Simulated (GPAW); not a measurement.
Set up this calculation in GPAW 26.7.0, as an ASE script.

* Task: band structure
* Functional: PBEsol
* Potentials or basis: PAW data sets generated in the run's folder for this functional
* Cutoff: 600 eV
* Basis: pw
* k mesh: 11 × 11 × 11
* Occupations: fermi-dirac, width 0.05 eV
* Spin: spin-orbit coupling, no magnetisation
* Maxiter: 150
* Band path: GHNGPH,PN
* Band points: 80
* spin axis theta (degrees): 90
* spin axis phi (degrees): 45
* Soc after scf: second variation

The system is Ag.

```
CELL_PARAMETERS angstrom
-1.65565 1.65565 1.65565
1.65565 -1.65565 1.65565
1.65565 1.65565 -1.65565
ATOMIC_POSITIONS crystal
Ag 0.00000 0.00000 0.00000
```

This isn't the form of Ag at room conditions, which is fcc.

The input as run:

run.py

```python
import numpy as np
from ase import Atoms
from ase.dft.bandgap import bandgap
from ase.io import write
from ase.units import GPa
from gpaw import GPAW, PW, setup_paths
from gpaw.spinorbit import soc_eigenstates

setup_paths.insert(0, '.')

atoms = Atoms(['Ag'],
              cell=[[-1.655654, 1.655654, 1.655654],
                    [1.655654, -1.655654, 1.655654],
                    [1.655654, 1.655654, -1.655654]],
              scaled_positions=[[0.0, 0.0, 0.0]],
              pbc=True)

calc = GPAW(mode=PW(600),
            xc='PBEsol',
            kpts={'size': (11, 11, 11), 'gamma': True},
            occupations={'name': 'fermi-dirac', 'width': 0.05},
            nbands=18,
            convergence={'density': 1e-05, 'energy': 1e-05},
            maxiter=150,
            txt='gpaw.txt')
atoms.calc = calc
energy = atoms.get_potential_energy()
forces = atoms.get_forces()
stress = atoms.get_stress()
calc.write('gs.gpw')
write('result.traj', atoms)
print(f'Energy: {energy:.6f} eV')
print('Forces (eV/A):')
print(forces.round(4))
print('Stress (GPa):', (stress / GPa).round(3))
print('Fermi level:', round(calc.get_fermi_level(), 4), 'eV')
print(f'Gap: {bandgap(calc)[0]:.4f} eV, direct: {bandgap(calc, direct=True)[0]:.4f} eV')

path = atoms.cell.bandpath('GHNGPH,PN', npoints=80, eps=1e-4)
bs_calc = calc.fixed_density(kpts=path, symmetry='off', nbands=26,
                             convergence={'bands': 'CBM+6.0', 'eigenstates': 1e-6}, txt='bands.txt')
bs = bs_calc.band_structure()
bs.write('bs.json')
print(f'Gap on the path: {bandgap(bs_calc)[0]:.4f} eV')

soc = soc_eigenstates(bs_calc, theta=90, phi=45)
np.savetxt('soc_bands.dat', soc.eigenvalues(), fmt='%.4f')
mesh = soc_eigenstates('gs.gpw', theta=90, phi=45)
np.savetxt('soc_mesh.dat', mesh.eigenvalues(), fmt='%.4f')
print('Fermi level with spin-orbit coupling:', round(mesh.fermi_level, 4), 'eV')
```

Potentials or basis: PAW data sets generated in the run's folder for this functional, pw.

Run with:

```console
$ gpaw-setup -f PBEsol Ag
$ OMP_NUM_THREADS=1 python run.py
```

It gave:

| Property | Result |
| --- | --- |
| Pressure | -7.3 GPa |
| Band gap along the path | none (metal or under the smearing width) |

Caveat: spin-orbit coupling was added after a scalar SCF, so levels and gaps hold it while energy, forces, pressure and moments don't; this program's spin-orbit splittings come out too wide for heavy elements.

It took 25 s on 1 thread of Arm Neoverse V2, with other jobs on the host, peak memory 0.25 GiB.
